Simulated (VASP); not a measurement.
## KI (Fm-3m): heat capacity and expansion from phonons

How fast does KI expand on heating, by the quasi-harmonic approximation? The start is a cell from a database of measured crystal structures.

Main program and level: VASP 6.6.1; PBEsol; plane waves and PAW (K_sv, I).

### 1. Set-up

Symmetry: Fm-3m, No. 225, cubic system. Conventional cell: a = 7.066 Å, b = 7.066 Å, c = 7.066 Å, α = 90.00°, β = 90.00°, γ = 90.00°. K has 6 I at 3.53 Å nearest. Nearest to I lie 6 K at 3.53 Å. Farther neighbours and most contacts between anions are not listed.

As a file:

```xyz
2
Lattice="0.0000 3.5328 3.5328 3.5328 0.0000 3.5328 3.5328 3.5328 0.0000" Properties=species:S:1:pos:R:3 pbc="T T T"
K     0.0000    0.0000    0.0000
I     3.5328    3.5328    3.5328
```

### 2. Relaxation

The series of volumes is laid round the static minimum, so the cell is relaxed first.

The input, INCAR:

```
SYSTEM = KI
PREC = Accurate
ENCUT = 400
EDIFF = 1E-07
NELM = 100
ISMEAR = 0
SIGMA = 0.05
LREAL = .FALSE.
ALGO = Normal
GGA = PS
NBANDS = 14
LORBIT = 11
LWAVE = .FALSE.
LCHARG = .FALSE.
KPAR = 12
IBRION = 2
NSW = 50
ISIF = 3
EDIFFG = -0.003
```

The input, POSCAR:

```
KI
1.0
    0.0000000000      3.5327750000      3.5327750000
    3.5327750000      0.0000000000      3.5327750000
    3.5327750000      3.5327750000      0.0000000000
K I
1 1
Direct
    0.0000000000      0.0000000000      0.0000000000
    0.5000000000      0.5000000000      0.5000000000
```

The input, KPOINTS:

```
Automatic mesh
0
Gamma
8 8 8
0 0 0
```

PAW data sets: K_sv and I (PBE family, release 64).

On the command line:

```bash
mpirun -np 12 vasp_std
```

The program printed:

```text
[banner, memory and clock lines left out]
running   12 mpi-ranks, on    1 nodes
 distrk:  each k-point on    1 cores,   12 groups
 distr:  one band on    1 cores,    1 groups

 POSCAR found type information on POSCAR K I
 POSCAR found :  2 types and       2 ions
|                                                                             |
|           W    W    AA    RRRRR   N    N  II  N    N   GGGG   !!!           |
|           W    W   A  A   R    R  NN   N  II  NN   N  G    G  !!!           |
|           W    W  A    A  R    R  N N  N  II  N N  N  G       !!!           |
|           W WW W  AAAAAA  RRRRR   N  N N  II  N  N N  G  GGG   !            |
|           WW  WW  A    A  R   R   N   NN  II  N   NN  G    G                |
|           W    W  A    A  R    R  N    N  II  N    N   GGGG   !!!           |
|                                                                             |
|     For optimal performance we recommend to set                             |
|       NCORE = 2 up to number-of-cores-per-socket                            |
|     NCORE specifies how many cores store one orbital (NPAR=cpu/NCORE).      |
|     This setting can greatly improve the performance of VASP for DFT.       |
|     The default, NCORE=1 might be grossly inefficient on modern             |
|     multi-core architectures or massively parallel machines. Do your        |
|     Unfortunately you need to use the default for GW and RPA                |
|     calculations (for HF NCORE is supported but not extensively tested      |
|     yet).                                                                   |
|                                                                             |

|                                                                             |
|               ----> ADVICE to this user running VASP <----                  |
|                                                                             |
|     You enforced a specific xc type in the INCAR file but a different       |
|     [... a line on the potential file left out ...]
|     I HOPE YOU KNOW WHAT YOU ARE DOING!                                     |
|                                                                             |

 LDA part: xc-table for (Slater+PW92), standard interpolation
 POSCAR, INCAR and KPOINTS ok, starting setup
 FFT: planning ... GRIDC
 FFT: planning ... GRID_SOFT
 FFT: planning ... GRID
 WAVECAR not read
 entering main loop
       N       E                     dE             d eps       ncg     rms          rms(c)
DAV:   1     0.781941164869E+02    0.78194E+02   -0.56989E+03   812   0.795E+02
DAV:   2    -0.117527012595E+01   -0.79369E+02   -0.74519E+02  1010   0.202E+02
DAV:   3    -0.565588506291E+01   -0.44806E+01   -0.44652E+01  1114   0.434E+01
DAV:   4    -0.589915022834E+01   -0.24327E+00   -0.24320E+00  1352   0.910E+00
DAV:   5    -0.590043336148E+01   -0.12831E-02   -0.12831E-02  1078   0.704E-01    0.295E+00
DAV:   6    -0.581756235219E+01    0.82871E-01   -0.98779E-02   980   0.209E+00    0.212E+00
DAV:   7    -0.581035143581E+01    0.72109E-02   -0.11243E-01  1028   0.184E+00    0.858E-01
DAV:   8    -0.581458041738E+01   -0.42290E-02   -0.13942E-02   892   0.875E-01    0.228E-01
DAV:   9    -0.581446932611E+01    0.11109E-03   -0.57652E-04  1116   0.147E-01    0.950E-02
DAV:  10    -0.581474610920E+01   -0.27678E-03   -0.40775E-04   872   0.992E-02    0.750E-02
DAV:  11    -0.581475756088E+01   -0.11452E-04   -0.69500E-05   922   0.488E-02    0.107E-02
DAV:  12    -0.581475829527E+01   -0.73438E-06   -0.36720E-06  1106   0.153E-02    0.830E-03
DAV:  13    -0.581475923008E+01   -0.93481E-06   -0.10392E-06   836   0.589E-03    0.397E-03
DAV:  14    -0.581475936863E+01   -0.13856E-06   -0.15276E-07   962   0.251E-03    0.869E-04
DAV:  15    -0.581475937762E+01   -0.89851E-08   -0.70596E-09   496   0.554E-04
   1 F= -.58147594E+01 E0= -.58147594E+01  d E =-.581476E+01
 curvature:   0.00 expect dE= 0.000E+00 dE for cont linesearch  0.000E+00
 trial: gam= 0.00000 g(F)=  0.394E-60 g(S)=  0.140E-02 ort = 0.000E+00 (trialstep = 0.100E+01)
 search vector abs. value=  0.140E-02
 bond charge predicted
       N       E                     dE             d eps       ncg     rms          rms(c)
DAV:   1    -0.582543072239E+01   -0.10671E-01   -0.20294E-01   872   0.373E+00    0.616E-01
DAV:   2    -0.581794448927E+01    0.74862E-02   -0.16665E-02  1070   0.106E+00    0.254E-01
DAV:   3    -0.581575403951E+01    0.21904E-02   -0.65870E-03  1410   0.564E-01    0.203E-01
DAV:   4    -0.581582643754E+01   -0.72398E-04   -0.13452E-04  1256   0.908E-02    0.816E-02
DAV:   5    -0.581583923567E+01   -0.12798E-04   -0.23675E-04  1462   0.755E-02    0.183E-02
DAV:   6    -0.581583987336E+01   -0.63769E-06   -0.23194E-06   878   0.129E-02    0.107E-02
DAV:   7    -0.581584034701E+01   -0.47365E-06   -0.11396E-06  1490   0.717E-03    0.133E-03
DAV:   8    -0.581584055670E+01   -0.20969E-06   -0.29656E-08   610   0.149E-03    0.954E-04
DAV:   9    -0.581584051664E+01    0.40060E-07   -0.45834E-09   406   0.483E-04
   2 F= -.58158405E+01 E0= -.58158405E+01  d E =-.108114E-02
 trial-energy change:   -0.001081  1 .order   -0.001080   -0.001398   -0.000762
 step:   2.1987(harm=  2.1987)  dis= 0.00000  next Energy=    -5.816296 (dE=-0.154E-02)
 bond charge predicted
       N       E                     dE             d eps       ncg     rms          rms(c)
DAV:   1    -0.583013672003E+01   -0.14296E-01   -0.29347E-01   884   0.451E+00    0.737E-01
DAV:   2    -0.581932770866E+01    0.10809E-01   -0.24032E-02  1058   0.128E+00    0.305E-01
DAV:   3    -0.581615978045E+01    0.31679E-02   -0.96281E-03  1404   0.683E-01    0.245E-01
DAV:   4    -0.581626471566E+01   -0.10494E-03   -0.19729E-04  1238   0.113E-01    0.975E-02
DAV:   5    -0.581628149858E+01   -0.16783E-04   -0.33819E-04  1438   0.903E-02    0.225E-02
DAV:   6    -0.581628267609E+01   -0.11775E-05   -0.33797E-06   872   0.156E-02    0.127E-02
DAV:   7    -0.581628328437E+01   -0.60828E-06   -0.14936E-06  1514   0.859E-03    0.136E-03
DAV:   8    -0.581628351653E+01   -0.23216E-06   -0.38983E-08   624   0.176E-03    0.109E-03
DAV:   9    -0.581628347024E+01    0.46286E-07   -0.64681E-09   406   0.571E-04
   3 F= -.58162835E+01 E0= -.58162835E+01  d E =-.152409E-02
 curvature:  -1.10 expect dE=-0.531E-06 dE for cont linesearch -0.531E-06
 trial: gam= 0.00000 g(F)=  0.282E-62 g(S)=  0.483E-06 ort =-0.260E-04 (trialstep = 0.124E+01)
 search vector abs. value=  0.483E-06
 reached required accuracy - stopping structural energy minimisation
```

Wall time 30 s (12 MPI ranks of Intel Xeon Platinum 8375C at 2.90GHz (Ice Lake), shared host); peak memory 2.9 GiB; 5.4 min of CPU time.

The logs omit lines about the potential files and the build; timing stands in the text.

Parts of OUTCAR (step 2):

```text
ion  position               nearest neighbor table
   1  0.000  0.000  0.000-   2 3.53   2 3.53   2 3.53   2 3.53   2 3.53   2 3.53
   2  0.500  0.500  0.500-   1 3.53   1 3.53   1 3.53   1 3.53   1 3.53   1 3.53

  LATTYP: Found a face centered cubic cell.
 ALAT       =     7.0655500000

 Subroutine GETGRP returns: Found 48 space group operations
 (whereof 48 operations were pure point group operations)

The static configuration has the point symmetry O_h .

 Found     29 irreducible k-points:

   k-points           NKPTS =     29   k-points in BZ     NKDIM =     29   number of bands    NBANDS=     14

   dimension x,y,z NGX =    36 NGY =   36 NGZ =   36
   dimension x,y,z NGXF=    72 NGYF=   72 NGZF=   72

   ENCUT  =  400.0 eV  29.40 Ry    5.42 a.u.   8.15  8.15  8.15*2*pi/ulx,y,z

   NELECT =      16.0000    total number of electrons

 k-points in reciprocal lattice and weights: Automatic mesh
   0.00000000  0.00000000  0.00000000       0.002
   0.12500000  0.00000000  0.00000000       0.016
   0.25000000  0.00000000  0.00000000       0.016
   0.37500000  0.00000000  0.00000000       0.016
   0.50000000  0.00000000  0.00000000       0.008
   0.12500000  0.12500000  0.00000000       0.012
   0.25000000  0.12500000  0.00000000       0.047
   0.37500000  0.12500000  0.00000000       0.047
   0.50000000  0.12500000  0.00000000       0.047
[...]
-0.37500000  0.50000000  0.12500000       0.023
  -0.25000000  0.50000000  0.25000000       0.012

 average (electrostatic) potential at core
       1 -35.8846       2 -93.9764

 E-fermi :  -0.0676

 k-point     1 :       0.0000    0.0000    0.0000
  band No.  band energies     occupation
    ...
      4     -12.2359      2.00000
      5     -10.9645      2.00000
      6      -0.3929      2.00000
      7      -0.3929      2.00000
      8      -0.3929      2.00000
      9       3.4685      0.00000
     10       6.0230      0.00000
     11       6.0230      0.00000
     12       6.0230      0.00000
     13       6.7792      0.00000
    ...

 k-point     2 :       0.1250    0.0000    0.0000
  band No.  band energies     occupation
    ...
      4     -12.2362      2.00000
      5     -10.9127      2.00000
      6      -0.6701      2.00000
      7      -0.4509      2.00000
      8      -0.4509      2.00000
      9       3.8664      0.00000
     10       5.9418      0.00000
     11       6.1964      0.00000
     12       6.1964      0.00000
     13       6.9655      0.00000
    ...

 k-point     3 :       0.2500    0.0000    0.0000
  band No.  band energies     occupation
    ...
      4     -12.2372      2.00000
      5     -10.7946      2.00000
      6      -1.2053      2.00000
      7      -0.5833      2.00000
      8      -0.5833      2.00000
      9       4.5818      0.00000
     10       6.1035      0.00000
     11       6.6500      0.00000
     12       6.6500      0.00000
     13       7.5035      0.00000
    ...

  Total        0.0025835      0.0025835      0.0025835      0.0000000      0.0000000      0.0000000
  in kB        0.0479926      0.0479926      0.0479926      0.0000000      0.0000000      0.0000000
  external PRESSURE =       0.0479926 kB  Pullay stress =       0.0000000 kB

  energy-cutoff  :      400.00
  volume of cell :       86.25
      direct lattice vectors                 reciprocal lattice vectors
    -0.000000000  3.506732904  3.506732904    -0.142582858  0.142582858  0.142582858
     3.506732904 -0.000000000  3.506732904     0.142582858 -0.142582858  0.142582858
     3.506732904  3.506732904  0.000000000     0.142582858  0.142582858 -0.142582858

 POSITION                                       TOTAL-FORCE (eV/Angst)
 -----------------------------------------------------------------------------------
     -0.00000      0.00000      0.00000         0.000000     -0.000000     -0.000000
      3.50673      3.50673      3.50673        -0.000000      0.000000      0.000000
 -----------------------------------------------------------------------------------
    total drift:                                0.000000      0.000000      0.000000

  FREE ENERGIE OF THE ION-ELECTRON SYSTEM (eV)
  ---------------------------------------------------
  free  energy   TOTEN  =        -5.8162834702 eV

  energy  without entropy=       -5.8162834702  energy(sigma->0) =       -5.81628347

 reached required accuracy - stopping structural energy minimisation

 total charge
# of ion       s       p       d       tot
------------------------------------------
    1        1.957   5.564   0.025   7.545
    2        1.491   2.843   0.001   4.336
--------------------------------------------------
tot          3.448   8.407   0.026  11.881

[... 3 further parts left out ...]
```

CONTCAR:

```
KI
   1.00000000000000
    -0.0000000000000000    3.5067329043364328    3.5067329043364328
     3.5067329043364328   -0.0000000000000000    3.5067329043364328
     3.5067329043364328    3.5067329043364328    0.0000000000000000
  K               I
     1     1
Direct
     0.0000000000000000    0.0000000000000000    0.0000000000000000
     0.5000000000000000    0.5000000000000000    0.5000000000000000
```

The gap is read on the k-mesh alone, so it is an upper bound where the band edges lie off the mesh. The PAW data sets were made with PBE, which is usual practice but a small mismatch for other functionals. The run keeps the 48 symmetry operations of its start, so it cannot find a distortion of lower symmetry.

Step by step:

| step | energy less that of the first step (eV) | largest force (eV/Å) | pressure (GPa) | volume (Å³) |
| --- | --- | --- | --- | --- |
| 1 | 0.0000 | 0.0000 | -0.25 | 88.18 |
| 2 | -0.0011 | 0.0000 | -0.14 | 87.30 |
| 3 | -0.0015 | 0.0000 | 0.00 | 86.25 |

```
conventional cell, symmetrised  before  after  change
                         a (Å)   7.066  7.013  -0.7 %
                         b (Å)   7.066  7.013  -0.7 %
                         c (Å)   7.066  7.013  -0.7 %
              volume (Å³/atom)   44.09  43.12  -2.2 %
```

The relaxed structure:

```xyz
2
Lattice="0.0000 3.5067 3.5067 3.5067 0.0000 3.5067 3.5067 3.5067 0.0000" Properties=species:S:1:pos:R:3 pbc="T T T"
K     0.0000    0.0000    0.0000
I     3.5067    3.5067    3.5067
```

This step gave:

```
SCF cycles                     : 33
electrons                      : 16
bands                          : 14
irreducible k-points           : 29
symmetry operations            : 48
free energy (TOTEN)            : -5.816 eV
Fermi energy                   : -0.0676 eV
pressure                       : 0.004799 GPa
metallic                       : no
valence top at k               : 0, 0, 0
conduction bottom at k         : 0, 0, 0
least direct gap at k          : 0, 0, 0
gap on the k-mesh              : 3.861 eV
least direct gap on the k-mesh : 3.861 eV
```

### 3. Second relaxation

A second run rebuilds the plane-wave basis for the relaxed cell; where the first run showed a metal, it also takes Methfessel-Paxton smearing.

INCAR is that of step 2.

The input, POSCAR:

```
KI
1.0
    0.0000000000      3.5067329043      3.5067329043
    3.5067329043      0.0000000000      3.5067329043
    3.5067329043      3.5067329043      0.0000000000
K I
1 1
Direct
    0.0000000000      0.0000000000      0.0000000000
    0.5000000000      0.5000000000      0.5000000000
```

KPOINTS is that of step 2.

On the command line:

```bash
mpirun -np 12 vasp_std
```

The program printed:

```text
[banner, memory and clock lines left out]
running   12 mpi-ranks, on    1 nodes
 distrk:  each k-point on    1 cores,   12 groups
 distr:  one band on    1 cores,    1 groups

 POSCAR found type information on POSCAR K I
 POSCAR found :  2 types and       2 ions
 [... a notice as in an earlier step ...]

 [... a notice as in an earlier step ...]

 LDA part: xc-table for (Slater+PW92), standard interpolation
 POSCAR, INCAR and KPOINTS ok, starting setup
 FFT: planning ... GRIDC
 FFT: planning ... GRID_SOFT
 FFT: planning ... GRID
 WAVECAR not read
 entering main loop
       N       E                     dE             d eps       ncg     rms          rms(c)
DAV:   1     0.744390250279E+02    0.74439E+02   -0.56506E+03   812   0.794E+02
DAV:   2    -0.122356964252E+01   -0.75663E+02   -0.71129E+02   990   0.197E+02
DAV:   3    -0.569365616984E+01   -0.44701E+01   -0.44532E+01  1164   0.428E+01
DAV:   4    -0.589757658528E+01   -0.20392E+00   -0.20384E+00  1286   0.842E+00
DAV:   5    -0.589869074938E+01   -0.11142E-02   -0.11142E-02  1118   0.666E-01    0.309E+00
DAV:   6    -0.581885310622E+01    0.79838E-01   -0.94827E-02   986   0.208E+00    0.221E+00
DAV:   7    -0.581219600408E+01    0.66571E-02   -0.11183E-01  1016   0.187E+00    0.867E-01
DAV:   8    -0.581602941487E+01   -0.38334E-02   -0.14113E-02   896   0.901E-01    0.241E-01
DAV:   9    -0.581589327283E+01    0.13614E-03   -0.58512E-04  1092   0.153E-01    0.934E-02
DAV:  10    -0.581616149494E+01   -0.26822E-03   -0.39938E-04   884   0.997E-02    0.799E-02
DAV:  11    -0.581616878196E+01   -0.72870E-05   -0.67934E-05   964   0.491E-02    0.101E-02
DAV:  12    -0.581616929935E+01   -0.51739E-06   -0.34502E-06  1082   0.139E-02    0.845E-03
DAV:  13    -0.581617019367E+01   -0.89432E-06   -0.10956E-06   836   0.565E-03    0.273E-03
DAV:  14    -0.581617028316E+01   -0.89491E-07   -0.10511E-07   956   0.175E-03
   1 F= -.58161703E+01 E0= -.58161703E+01  d E =-.581617E+01
 curvature:   0.00 expect dE= 0.000E+00 dE for cont linesearch  0.000E+00
 trial: gam= 0.00000 g(F)=  0.332E-64 g(S)=  0.457E-06 ort = 0.000E+00 (trialstep = 0.100E+01)
 search vector abs. value=  0.457E-06
 reached required accuracy - stopping structural energy minimisation
```

Elapsed: 8 s, on 12 MPI ranks; peak memory 2.4 GiB; 79 s of CPU time.

Parts of OUTCAR (step 3):

```text
  LATTYP: Found a face centered cubic cell.
 ALAT       =     7.0134658086

The static configuration has the point symmetry O_h .

 Found     29 irreducible k-points:

   dimension x,y,z NGX =    32 NGY =   32 NGZ =   32
   dimension x,y,z NGXF=    64 NGYF=   64 NGZF=   64

   ENCUT  =  400.0 eV  29.40 Ry    5.42 a.u.   8.09  8.09  8.09*2*pi/ulx,y,z

   NELECT =      16.0000    total number of electrons

 E-fermi :  -0.0676

 k-point     1 :       0.0000    0.0000    0.0000
  band No.  band energies     occupation
    ...
      4     -12.2360      2.00000
      5     -10.9645      2.00000
      6      -0.3929      2.00000
      7      -0.3929      2.00000
      8      -0.3929      2.00000
      9       3.4687      0.00000
     10       6.0231      0.00000
     11       6.0231      0.00000
     12       6.0231      0.00000
     13       6.7793      0.00000
    ...

 k-point     2 :       0.1250    0.0000    0.0000
  band No.  band energies     occupation
    ...
      4     -12.2364      2.00000
      5     -10.9127      2.00000
      6      -0.6701      2.00000
      7      -0.4509      2.00000
      8      -0.4509      2.00000
      9       3.8664      0.00000
     10       5.9418      0.00000
     11       6.1965      0.00000
     12       6.1965      0.00000
     13       6.9656      0.00000
    ...

  Total        0.0025119      0.0025119      0.0025119     -0.0000000      0.0000000      0.0000000
  in kB        0.0466634      0.0466634      0.0466634     -0.0000000      0.0000000      0.0000000
  external PRESSURE =       0.0466634 kB  Pullay stress =       0.0000000 kB

  energy-cutoff  :      400.00
  volume of cell :       86.25
      direct lattice vectors                 reciprocal lattice vectors
     0.000000000  3.506732904  3.506732904    -0.142582858  0.142582858  0.142582858
     3.506732904  0.000000000  3.506732904     0.142582858 -0.142582858  0.142582858
     3.506732904  3.506732904  0.000000000     0.142582858  0.142582858 -0.142582858

 POSITION                                       TOTAL-FORCE (eV/Angst)
 -----------------------------------------------------------------------------------
      0.00000      0.00000      0.00000        -0.000000     -0.000000      0.000000
      3.50673      3.50673      3.50673         0.000000      0.000000     -0.000000
 -----------------------------------------------------------------------------------
    total drift:                                0.000000     -0.000000     -0.000000

  FREE ENERGIE OF THE ION-ELECTRON SYSTEM (eV)
  ---------------------------------------------------
  free  energy   TOTEN  =        -5.8161702832 eV

  energy  without entropy=       -5.8161702832  energy(sigma->0) =       -5.81617028

[... 5 parts as in an earlier step ...]

[... 6 further parts left out ...]
```

Little changed from the start: no atom moved by 0.005 Å and no cell edge by 0.1 %.

Numbers from this step:

```
SCF cycles                     : 14
pressure                       : 0.004666 GPa
gap on the k-mesh              : 3.862 eV
least direct gap on the k-mesh : 3.862 eV
```

(Continued in part 2 of 5.)

[Lines on the potential files, build, host, timing and source positions are cut from VASP's logs without a mark.]

[Logs are printed without paths, hosts, clocks, repeated set-up lines and the standing remarks that a program may print on its own settings, such as how far it seeks lower states.]

[Hosts, paths, dates, database ids (printed as entryN), source tags and the programs' standing remarks are cut or masked in the printed files.]

[In band tables of VASP the shares of atoms and orbitals are scaled to a sum of 1 inside the atoms' spheres.]
